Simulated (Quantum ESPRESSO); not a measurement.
Here is a Quantum ESPRESSO 7.5 calculation.

File pw.in:

```
&CONTROL
  calculation = 'vc-relax'
  prefix = 'pwscf'
  outdir = './tmp'
  pseudo_dir = './pseudo'
  tprnfor = .true.
  tstress = .true.
  disk_io = 'low'
  nstep = 40
  forc_conv_thr = 0.0004
  etot_conv_thr = 1d-05
/
&SYSTEM
  ibrav = 0
  nat = 1
  ntyp = 1
  ecutwfc = 69
  nbnd = 15
  occupations = 'smearing'
  smearing = 'fd'
  degauss = 0.00367493
/
&ELECTRONS
  conv_thr = 2d-10
  electron_maxstep = 120
  mixing_beta = 0.5
/
&IONS
  ion_dynamics = 'bfgs'
/
&CELL
  cell_dynamics = 'bfgs'
  press = 100
  press_conv_thr = 0.3
/
ATOMIC_SPECIES
Pd   106.4200 Pd_ONCV_PBE-1.0.oncvpsp.upf
CELL_PARAMETERS angstrom
   0.0000000000    1.9465000000    1.9465000000
   1.9465000000    0.0000000000    1.9465000000
   1.9465000000    1.9465000000    0.0000000000
ATOMIC_POSITIONS crystal
Pd     0.0000000000    0.0000000000    0.0000000000
K_POINTS automatic
12 12 12 0 0 0
```

Potentials or basis: SSSP 1.3 efficiency PBE.

Command:

```sh
$ OMP_NUM_THREADS=1 pw.x -in pw.in > pw.out
```

Problem. Predict the space group after relaxing (to 0.05 Å).

Solution. Fm-3m (No. 225).

Problem. Predict the relaxed volume.

Solution. 14.54 Å³/atom.

The path:
```tsv
step	energy change (eV)	largest force (eV/Å)	pressure (GPa)	volume (Å³)
1	0.0000	0.0000	6.88	14.75
2	0.0125	0.0000	10.29	14.52
3	0.0112	0.0000	9.98	14.54
```
